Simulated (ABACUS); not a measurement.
## C: equation of state with PBEsol

Slab: C, a slab with vacuum.

```
C
1.0
     2.45617    0.00000    0.00000
    -1.22809    2.12711    0.00000
     0.00000    0.00000    8.52380
C
2
Direct
  0.66667 0.33333 0.00000
  0.33333 0.66667 0.00000
```

The slab is cut from a database's or a generator's crystal, which needn't be the stable form of the element.

```
Program                                       : ABACUS 3.10.1
Task                                          : equation of state
Functional                                    : PBEsol
Potentials or basis                           : SG15 ONCV 1.2 PBE
Cutoff                                        : 1116 eV
Density cutoff                                : 4463 eV
Basis                                         : plane waves
k mesh                                        : 8 × 8 × 2
Occupations                                   : fermi-dirac, width 0.05 eV
Spin                                          : no spin polarisation
Radial cutoff of the potentials (pseudo_rcut) : 7 bohr
SCF threshold on the density                  : 1e-08
Max SCF steps                                 : 100
Eigensolver                                   : dav
Mixing                                        : broyden
Mixing share                                  : 0.7
Symmetry key                                  : 1
Bands                                         : 8
```

The equilibrium volume is 22.42 Å³/atom and the bulk modulus at fixed shape and positions is 108 GPa. The pressure derivative of the bulk modulus is 3.5 (rough: it moves with the points fitted).

Energy against volume, from the lowest point:
```tsv
volume (Å³/atom)	energy (meV/atom)
20.930	36.09
21.821	4.48
22.712	0.00
23.602	18.17
```

All runs of the series together: 11 s on 4 threads of Intel(R) Xeon(R) 6975P-C (Granite Rapids) (shared host).

Caveat: the k mesh is coarse (spacing up to 0.37 Å⁻¹), so the values aren't converged; the cell was scaled at fixed shape and fractional positions, which overstates the stiffness of a crystal with free parameters, most of all of layers and chains; the potentials were made for another functional, which shifts forces and pressure.
